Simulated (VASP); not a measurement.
## VASP 6.6.1 run: SiC

INCAR

```
LASPH = .TRUE.
NSW = 40
SIGMA = 0.2
PREC = Accurate
ISMEAR = 1
ISIF = 3
EDIFF = 1E-7
ENCUT = 600
LREAL = .FALSE.
NELECT = 7.5
EDIFFG = -5E-3
GGA = PE
LCHARG = .FALSE.
NELM = 120
LWAVE = .FALSE.
IBRION = 2
NBANDS = 11
```

KPOINTS

```
KPOINTS created by Atomic Simulation Environment
0
Gamma
10 10 10
0 0 0
```

POSCAR

```
Si C
 1.0000000000000000
     0.0000000000000000    2.0917400253000000    2.0917400253000000
     2.0917400253000000    0.0000000000000000    2.0917400253000000
     2.0917400253000000    2.0917400253000000    0.0000000000000000
 Si  C
   1   1
Cartesian
  0.0000000000000000  0.0000000000000000  0.0000000000000000
  1.0458700126500000  1.0458700126500000  1.0458700126500000
```

The recommended PBE PAW datasets give the neutral cell 8 valence electrons.

Command

```
mpirun -np 1 vasp_std
```

Task: How does this run end, and what does it give?

Result: It converged. Results: relaxed cell vector lengths 2.906, 2.906, 2.906 Å; relaxed cell volume 17.34 Å³.

OSZICAR

```
N       E                     dE             d eps       ncg     rms          rms(c)
DAV:   1    -0.854701699095E+00   -0.85470E+00   -0.36680E+03  1098   0.580E+02
DAV:   2    -0.197521811734E+02   -0.18897E+02   -0.18235E+02  1263   0.111E+02
DAV:   3    -0.203033300599E+02   -0.55115E+00   -0.54518E+00  1287   0.151E+01
DAV:   4    -0.203051622820E+02   -0.18322E-02   -0.18321E-02  1184   0.111E+00
DAV:   5    -0.203051692135E+02   -0.69315E-05   -0.69314E-05  1269   0.638E-02    0.899E+00
DAV:   6    -0.192542360732E+02    0.10509E+01   -0.31300E+00  1109   0.813E+00    0.437E+00
DAV:   7    -0.191718135431E+02    0.82423E-01   -0.51538E-01  1252   0.373E+00    0.167E+00
DAV:   8    -0.191693715532E+02    0.24420E-02   -0.21353E-02  1163   0.884E-01    0.190E-01
DAV:   9    -0.191690329507E+02    0.33860E-03   -0.40176E-03  1230   0.316E-01    0.132E-01
DAV:  10    -0.191690471073E+02   -0.14157E-04   -0.24652E-04  1187   0.923E-02    0.195E-02
...
DAV:   7    -0.192170849907E+02   -0.43820E-06   -0.90086E-07  1199   0.483E-03    0.114E-03
DAV:   8    -0.192170851325E+02   -0.14182E-06   -0.22988E-08   613   0.121E-03    0.332E-04
DAV:   9    -0.192170851733E+02   -0.40836E-07   -0.11941E-09   565   0.273E-04
   3 F= -.19217085E+02 E0= -.19216781E+02  d E =-.480322E-01
       N       E                     dE             d eps       ncg     rms          rms(c)
DAV:   1    -0.192171082065E+02   -0.23074E-04   -0.26026E-04  1145   0.107E-01    0.208E-02
DAV:   2    -0.192171040880E+02    0.41185E-05   -0.99184E-06  1172   0.173E-02    0.111E-02
DAV:   3    -0.192171035691E+02    0.51888E-06   -0.22094E-06  1166   0.798E-03    0.275E-03
DAV:   4    -0.192171036486E+02   -0.79515E-07   -0.18603E-07   804   0.222E-03
   4 F= -.19217104E+02 E0= -.19216798E+02  d E =-.480507E-01
```

```
ionic step  ΔE (meV/atom)  volume (Å³)  largest force (eV/Å)  pressure (GPa)  electronic steps
         1            0.0        18.30                 0.000          -15.36                14
         2           27.4        16.08                 0.000           27.60                10
         3          -24.0        17.36                 0.000           -0.32                 9
         4          -24.0        17.34                 0.000            0.02                 4
```

The cell is charged and sits in a uniform background.

For comparison, a separate PBE relaxation on usual settings, not on those above, ends at 20.98 Å³.
